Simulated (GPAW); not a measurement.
AgBr:

```
Ag Br
1.0
     0.00000    2.87015    2.87015
     2.87015    0.00000    2.87015
     2.87015    2.87015    0.00000
Ag Br
1 1
Direct
  0.00000 0.00000 0.00000
  0.50000 0.50000 0.50000
```

Base run:

```yaml
Program: GPAW 26.7.0
Functional: PBEsol
Potentials_or_basis: PAW data sets generated in the run's folder for this functional
Cutoff: 600 eV
Basis: pw
k_mesh: 8 × 8 × 8
Occupations: fermi-dirac, width 0.05 eV
Spin: spin-orbit coupling, no magnetisation
```

Its results: band gap on the k mesh 0.40 eV, indirect (least direct gap 2.27 eV); pressure -1.4 GPa.

Question: The run is repeated on the same cell with these changes: spin from spin-orbit coupling, no magnetisation to no spin polarisation. What comes out?

Answer: Band gap on the k mesh 0.49 eV, indirect (least direct gap 2.46 eV); pressure -1.4 GPa.

Spin-orbit coupling splits the band edges, which narrows the gap.

Caveats: spin-orbit coupling was added after a scalar SCF, so levels and gaps hold it while energy, forces, pressure and moments don't (some runs); this program's spin-orbit splittings come out too wide for heavy elements (some runs).
